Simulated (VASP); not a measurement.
# Be (P6_3/mmc) in VASP: further runs

Runs on Be. Level: LDA. Tasks: single point.

Everything below comes from runs of VASP 6.6.1. Logs are shortened: lines on timing, memory, paths and dates and some standing lists are left out, and cuts for length are marked.

**1. Starting point**

Symmetry: P6_3/mmc, No. 194, hexagonal system. The conventional cell has a = 2.285 Å, b = 2.285 Å, c = 3.584 Å, α = 90.00°, β = 90.00°, γ = 120.00°. Be (site symmetry -6m2) has 12 Be at 2.23 to 2.29 Å as nearest neighbours.

**2. Single point, LDA**

The input, INCAR:

```
  ADDGRID = F
  ALGO = Normal
  EDIFF = 1E-6
  ENCUT = 400
  GGA = CA
  ISIF = 2
  ISMEAR = 1
  LASPH = T
  LCHARG = F
  LREAL = F
  LWAVE = F
  NELM = 100
  PREC = Accurate
  SIGMA = 0.2
```

The input, KPOINTS:

```
k-points
0
Gamma
  5 5 3
```

The input, POSCAR:

```
Be
1.0
    2.2853000000      0.0000000000      0.0000000000
   -1.1426500000      1.9791278553      0.0000000000
    0.0000000000      0.0000000000      3.5842000000
Be
2
Direct
    0.6666666667      0.3333333333      0.7500000000
    0.3333333333      0.6666666667      0.2500000000
```

Potentials or basis: VASP PAW LDA potentials, release 64 (Be).

Run with:

```console
cat potpaw_LDA.64/Be/POTCAR > POTCAR
mpirun -np 1 vasp_std > vasp.out
```

OUTCAR:

```text
EDIFF = 1E-6
   ENCUT = 400
   GGA = CA
   ISIF = 2
   ISMEAR = 1
   LASPH = T
   LREAL = F
   NELM = 100
   PREC = Accurate

 Found     10 irreducible k-points:

 Following reciprocal coordinates:
            Coordinates               Weight
  0.000000  0.000000  0.000000      1.000000
  0.200000  0.000000  0.000000      6.000000
  0.400000  0.000000  0.000000      6.000000
  0.200000  0.200000  0.000000      6.000000
  0.400000  0.200000  0.000000      6.000000
  0.000000  0.000000  0.333333      2.000000
   k-points           NKPTS =     10   k-points in BZ     NKDIM =     10   number of bands    NBANDS=      6
   number of dos      NEDOS =    301   number of ions     NIONS =      2
   total plane-waves  NPLWV =   6144
   dimension x,y,z NGX =    16 NGY =   16 NGZ =   24
   dimension x,y,z NGXF=    32 NGYF=   32 NGZF=   48
   ions per type =               2
   NGX,Y,Z   is equivalent  to a cutoff of  11.64, 11.64, 11.13 a.u.
   NGXF,Y,Z  is equivalent  to a cutoff of  23.28, 23.28, 22.26 a.u.
 SYSTEM =  unknown system
   PREC   = accura    normal or accurate (medium, high low for compatibility)
   ISTART =      0    job   : 0-new  1-cont  2-samecut
   ICHARG =      2    charge: 1-file 2-atom 10-const
   ISPIN  =      1    spin polarized calculation?
   LNONCOLLINEAR =      F non collinear calculations
   LSORBIT =      F    spin-orbit coupling
   LASPH  =      T    aspherical Exc in radial PAW
   ENCUT  =  400.0 eV  29.40 Ry    5.42 a.u.   3.73  3.73  5.84*2*pi/ulx,y,z
   NELM   =    100;   NELMIN=  2; NELMDL= -5     # of ELM steps
   EDIFF  = 0.1E-05   stopping-criterion for ELM
[... 30 lines left out ...]
 non-spin polarized calculation
 Methfessel and Paxton  Order N= 1 SIGMA  =   0.20
  energy-cutoff  :      400.00
  volume of cell :       16.21
 maximum number of plane-waves:       302
 NGX is ok and might be reduce to    16
   NGX =  7   NGY =  7   NGZ = 11

 number of electron       4.0000000 magnetization

 Free energy of the ion-electron system (eV)
  ---------------------------------------------------
  ext. energy  EPLUGINS =         0.00000000
  ---------------------------------------------------
  free energy    TOTEN  =        -8.36489743 eV

  energy without entropy =       -8.36582510  energy(sigma->0) =       -8.36520666

 E-fermi :   6.7933     XC(G=0): -10.5395

 val. band max:        6.6249078625   @ k =   0.2000   0.2000   0.0000
 cond. band min:       7.7746823114   @ k =   0.0000   0.0000   0.0000
 fundamental gap:      1.1497744490
 Fermi energy:         6.7932843057

 k-point     1 :       0.0000    0.0000    0.0000
  band No.  band energies     occupation
      1      -4.4947      2.00000
      2       2.2677      2.00000
      3       7.7747     -0.00000
      4      21.9211      0.00000
      5      21.9211      0.00000
      6      24.7224      0.00000

 k-point     2 :       0.2000    0.0000    0.0000
  band No.  band energies     occupation
      1      -3.3753      2.00000
      2       3.7353      2.00000
      3       7.9707     -0.00000
      4      16.1967      0.00000
      5      18.5632      0.00000
      6      23.9228      0.00000

 k-point     3 :       0.4000    0.0000    0.0000
  band No.  band energies     occupation
      1      -0.0648      2.00000
      2       5.5152      2.00000
      3       7.9956     -0.00000
      4      12.7121      0.00000
      5      15.7459      0.00000
      6      15.9454      0.00000

 k-point     4 :       0.2000    0.2000    0.0000
  band No.  band energies     occupation
      1      -1.1234      2.00000
      2       6.6249      2.00000
      3       7.9418     -0.00000
      4      11.1797      0.00000
      5      14.4836      0.00000
      6      19.4413      0.00000

 k-point     5 :       0.4000    0.2000    0.0000
  band No.  band energies     occupation
      1       2.7152      2.00000
      2       4.2956      2.00000
      3       9.2740     -0.00000
      4      11.1886      0.00000
      5      13.2037      0.00000
      6      13.6688      0.00000

 k-point     6 :       0.0000    0.0000    0.3333
  band No.  band energies     occupation
      1      -3.5502      2.00000
      2      -0.7641      2.00000
      3      12.9700      0.00000
      4      21.5158      0.00000
      5      22.7157      0.00000
      6      22.7157      0.00000

 [... further k-points ...]
[... 5 lines left out ...]
  --------------------------------------------------------------------------------------
  -------------------------------------------------------------------------------------
  Total       -0.8680667     -0.8680667     -0.6602167      0.0000000      0.0000000      0.0000000
  in kB      -85.7935000    -85.7935000    -65.2510926      0.0000000      0.0000000      0.0000000
  external PRESSURE =     -78.9460309 kB  Pullay stress =       0.0000000 kB

 VOLUME and BASIS-vectors are now :
 -----------------------------------------------------------------------------
  energy-cutoff  :      400.00
  volume of cell :       16.21
      direct lattice vectors                 reciprocal lattice vectors
     2.285300000  0.000000000  0.000000000     0.437579311  0.252636533  0.000000000
    -1.142650000  1.979127855  0.000000000     0.000000000  0.505273066  0.000000000
     0.000000000  0.000000000  3.584200000     0.000000000  0.000000000  0.279002288

 POSITION                                       TOTAL-FORCE (eV/Angst)
 -----------------------------------------------------------------------------------
      1.14265      0.65971      2.68815         0.000000     -0.000000      0.000000
     -0.00000      1.31942      0.89605        -0.000000      0.000000      0.000000
 -----------------------------------------------------------------------------------
    total drift:                                0.000000     -0.000000      0.000000

  FREE ENERGIE OF THE ION-ELECTRON SYSTEM (eV)
  ---------------------------------------------------
  free  energy   TOTEN  =        -8.3648974346 eV

  energy  without entropy=       -8.3658250995  energy(sigma->0) =       -8.36520666
```

Run time: 0.7 s. Hardware: 1 thread of AMD EPYC 9R45 (Zen 5), shared host; peak memory 0.07 GiB.

The run converged, but some of its settings lie outside the range that counts as converged, so its numbers aren't taken as properties of the crystal.

Results:

| Quantity | Value |
| --- | --- |
| Free energy | -8.3649 eV |
| Pressure | -7.9 GPa |

Caveat: the k mesh is coarse (spacing up to 0.63 Å⁻¹), so the values aren't converged; the mesh shows a gap though the element is a metal.

**3. Single point, LDA**

INCAR is that of step 2.

KPOINTS is that of step 2.

The input, POSCAR:

```
Be
1.0
    2.2853000000      0.0000000000      0.0000000000
   -1.1426500000      1.9791278553      0.0000000000
    0.0000000000      0.0000000000      3.5842000000
Be
2
Direct
    0.6556040000      0.3139550000      0.7387090000
    0.3030700000      0.6820070000      0.2728280000
```

Potentials or basis: VASP PAW LDA potentials, release 64 (Be).

Run with:

```console
cat potpaw_LDA.64/Be/POTCAR > POTCAR
mpirun -np 1 vasp_std > vasp.out
```

OUTCAR:

```text
EDIFF = 1E-6
   ENCUT = 400
   GGA = CA
   ISIF = 2
   ISMEAR = 1
   LASPH = T
   LREAL = F
   NELM = 100
   PREC = Accurate

 Found     38 irreducible k-points:

 Following reciprocal coordinates:
            Coordinates               Weight
  0.000000  0.000000  0.000000      1.000000
  0.200000  0.000000  0.000000      2.000000
  0.000000  0.200000  0.000000      2.000000
 -0.200000  0.200000  0.000000      2.000000
  0.400000  0.000000  0.000000      2.000000
  0.000000  0.400000  0.000000      2.000000
   k-points           NKPTS =     38   k-points in BZ     NKDIM =     38   number of bands    NBANDS=      6
   number of dos      NEDOS =    301   number of ions     NIONS =      2
   total plane-waves  NPLWV =   6144
   dimension x,y,z NGX =    16 NGY =   16 NGZ =   24
   dimension x,y,z NGXF=    32 NGYF=   32 NGZF=   48
   ions per type =               2
   NGX,Y,Z   is equivalent  to a cutoff of  11.64, 11.64, 11.13 a.u.
   NGXF,Y,Z  is equivalent  to a cutoff of  23.28, 23.28, 22.26 a.u.
 SYSTEM =  unknown system
   PREC   = accura    normal or accurate (medium, high low for compatibility)
   ISTART =      0    job   : 0-new  1-cont  2-samecut
   ICHARG =      2    charge: 1-file 2-atom 10-const
   ISPIN  =      1    spin polarized calculation?
   LNONCOLLINEAR =      F non collinear calculations
   LSORBIT =      F    spin-orbit coupling
   LASPH  =      T    aspherical Exc in radial PAW
   ENCUT  =  400.0 eV  29.40 Ry    5.42 a.u.   3.73  3.73  5.84*2*pi/ulx,y,z
   NELM   =    100;   NELMIN=  2; NELMDL= -5     # of ELM steps
   EDIFF  = 0.1E-05   stopping-criterion for ELM
[... 30 lines left out ...]
 non-spin polarized calculation
 Methfessel and Paxton  Order N= 1 SIGMA  =   0.20
  energy-cutoff  :      400.00
  volume of cell :       16.21
 maximum number of plane-waves:       302
   NGX =  7   NGY =  7   NGZ = 11

 number of electron       4.0000000 magnetization

 Free energy of the ion-electron system (eV)
  ---------------------------------------------------
  ext. energy  EPLUGINS =         0.00000000
  ---------------------------------------------------
  free energy    TOTEN  =        -8.28973362 eV

  energy without entropy =       -8.29073113  energy(sigma->0) =       -8.29006612

 E-fermi :   6.8268     XC(G=0): -10.5319

 val. band max:        6.6894921431   @ k =   0.2000   0.2000   0.0000
 cond. band min:       7.6887813378   @ k =   0.0000   0.0000   0.0000
 fundamental gap:      0.9992891947
 Fermi energy:         6.8268060206

 k-point     1 :       0.0000    0.0000    0.0000
  band No.  band energies     occupation
      1      -4.5065      2.00000
      2       2.3041      2.00000
      3       7.6888     -0.00000
      4      21.5216      0.00000
      5      22.2652      0.00000
      6      24.1510      0.00000

 k-point     2 :       0.2000    0.0000    0.0000
  band No.  band energies     occupation
      1      -3.3917      2.00000
      2       3.7727      2.00000
      3       7.8766     -0.00000
      4      16.1926      0.00000
      5      18.5791      0.00000
      6      23.6281      0.00000

 k-point     3 :       0.0000    0.2000    0.0000
  band No.  band energies     occupation
      1      -3.3919      2.00000
      2       3.7752      2.00000
      3       7.8609     -0.00000
      4      16.2341      0.00000
      5      18.5766      0.00000
      6      23.6409      0.00000

 k-point     4 :      -0.2000    0.2000    0.0000
  band No.  band energies     occupation
      1      -3.3903      2.00000
      2       3.7591      2.00000
      3       7.9658     -0.00000
      4      15.9739      0.00000
      5      18.4239      0.00000
      6      23.7314      0.00000

 k-point     5 :       0.4000    0.0000    0.0000
  band No.  band energies     occupation
      1      -0.0858      2.00000
      2       5.3890      2.00000
      3       8.0566     -0.00000
      4      12.8432      0.00000
      5      15.6914      0.00000
      6      15.9526      0.00000

 k-point     6 :       0.0000    0.4000    0.0000
  band No.  band energies     occupation
      1      -0.0795      2.00000
      2       5.3301      2.00000
      3       8.0840     -0.00000
      4      12.9712      0.00000
      5      15.6219      0.00000
      6      15.9384      0.00000

 [... further k-points ...]
[... 5 lines left out ...]
  --------------------------------------------------------------------------------------
  -------------------------------------------------------------------------------------
  Total       -0.8911132     -0.7370281     -0.3029506      0.0936600      0.1194629     -0.1291442
  in kB      -88.0712526    -72.8425764    -29.9414644      9.2566819     11.8068599    -12.7636874
  external PRESSURE =     -63.6184311 kB  Pullay stress =       0.0000000 kB

 VOLUME and BASIS-vectors are now :
 -----------------------------------------------------------------------------
  energy-cutoff  :      400.00
  volume of cell :       16.21
      direct lattice vectors                 reciprocal lattice vectors
     2.285300000  0.000000000  0.000000000     0.437579311  0.252636533  0.000000000
    -1.142650000  1.979127855  0.000000000     0.000000000  0.505273066  0.000000000
     0.000000000  0.000000000  3.584200000     0.000000000  0.000000000  0.279002288

 POSITION                                       TOTAL-FORCE (eV/Angst)
 -----------------------------------------------------------------------------------
      1.13951      0.62136      2.64768        -0.264062      0.241071      0.927685
     -0.08669      1.34978      0.97787         0.264062     -0.241071     -0.927685
 -----------------------------------------------------------------------------------
    total drift:                                0.000000      0.000000     -0.000000

  FREE ENERGIE OF THE ION-ELECTRON SYSTEM (eV)
  ---------------------------------------------------
  free  energy   TOTEN  =        -8.2897336150 eV

  energy  without entropy=       -8.2907311295  energy(sigma->0) =       -8.29006612
```

OSZICAR:

```text
N       E                     dE             d eps       ncg     rms          rms(c)
DAV:   1    -0.434224188894E+01   -0.43422E+01   -0.14829E+03   492   0.439E+02
DAV:   2    -0.835695227823E+01   -0.40147E+01   -0.38152E+01   666   0.444E+01
DAV:   3    -0.838141620852E+01   -0.24464E-01   -0.24459E-01   564   0.385E+00
DAV:   4    -0.838142933671E+01   -0.13128E-04   -0.13129E-04   678   0.710E-02
DAV:   5    -0.838142934545E+01   -0.87350E-08   -0.82628E-08   564   0.780E-04    0.141E+00
DAV:   6    -0.831022379978E+01    0.71206E-01   -0.99294E-02   570   0.151E+00    0.781E-01
DAV:   7    -0.829108844005E+01    0.19135E-01   -0.39482E-02   756   0.104E+00    0.243E-01
DAV:   8    -0.828973613791E+01    0.13523E-02   -0.13819E-03   474   0.311E-01    0.103E-02
DAV:   9    -0.828973438439E+01    0.17535E-05   -0.54084E-05   558   0.483E-02    0.506E-03
DAV:  10    -0.828973361501E+01    0.76938E-06   -0.28719E-06   672   0.118E-02
   1 F= -.82897336E+01 E0= -.82900661E+01  d E =0.997515E-03
```

stdout:

```text
POSCAR found type information on POSCAR Be
 POSCAR found :  1 types and       2 ions
 scaLAPACK will be used
 LDA part: xc-table for (Slater(with rela. corr.)+CA(PZ))
 , standard interpolation
 POSCAR, INCAR and KPOINTS ok, starting setup
 FFT: planning ... GRIDC
 FFT: planning ... GRID_SOFT
 FFT: planning ... GRID
 WAVECAR not read
 entering main loop
```

It took 1.1 s on 1 thread of AMD EPYC 9R45 (Zen 5), shared host; peak memory 0.07 GiB.

These settings aren't checked as converged: the numbers below hold their error.

Results:

```yaml
Free_energy: -8.2897 eV
Pressure: -6.4 GPa
Largest_force: 0.994 eV/Å
```

Caveat: the k mesh is coarse (spacing up to 0.63 Å⁻¹), so the values aren't converged; the mesh shows a gap though the element is a metal.

(Part 1 of 2 ends here.)
